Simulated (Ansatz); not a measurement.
# BN: deformation potentials from a series

```
CELL_PARAMETERS angstrom
0.00000 1.80750 1.80750
1.80750 0.00000 1.80750
1.80750 1.80750 0.00000
ATOMIC_POSITIONS crystal
B 0.00000 0.00000 0.00000
N 0.75000 0.75000 0.75000
```

Atom numbers follow the list: B1, N2.

The cell comes from COD entry 9008834, which wasn't checked; take it as a given geometry.

Theory: DFT, PBEsol, all-electron LAPW, scalar-relativistic (Ansatz 0.2.0).

Sampling and basis: a Γ-centred 13×13×13 k mesh, Fermi–Dirac smearing of 0.03 eV, basis error target 1 meV/atom, no spin polarisation.

The cell is scaled evenly. Fractional coordinates are held (clamped ions).

Only quantities that a quadratic follows smoothly over the whole series are listed; rougher ones are left out.

```csv
ln(V/Vcell),direct gap at Γ (eV),smallest gap on mesh and path (eV)
-0.0619,9.057,4.349
-0.0202,8.860,4.306
-0.0101,8.813,4.296
0.0000,8.765,4.285
0.0100,8.719,4.274
0.0583,8.492,4.221
```

(1) Fit the series and give the slopes at zero strain.

(2) One run, at ln(V/Vcell) = 0.0392, is withheld. Predict its row.

Answers

(1) Least-squares fits y = p0 + p1 x + p2 x² to the rows give direct gap at Γ (eV): p1 = -4.7, p2 = 0.18; smallest gap on mesh and path (eV): p1 = -1.07, p2 = -0.51. So dEg/dln V = -4.7 eV for the direct gap at Γ, which isn't the fundamental gap here: that one has dEg/dln V = -1.1 eV. Semilocal gaps are too small, but their slopes carry over better.

(2) The fits give 8.581, 4.242; the run gave 8.581, 4.242.
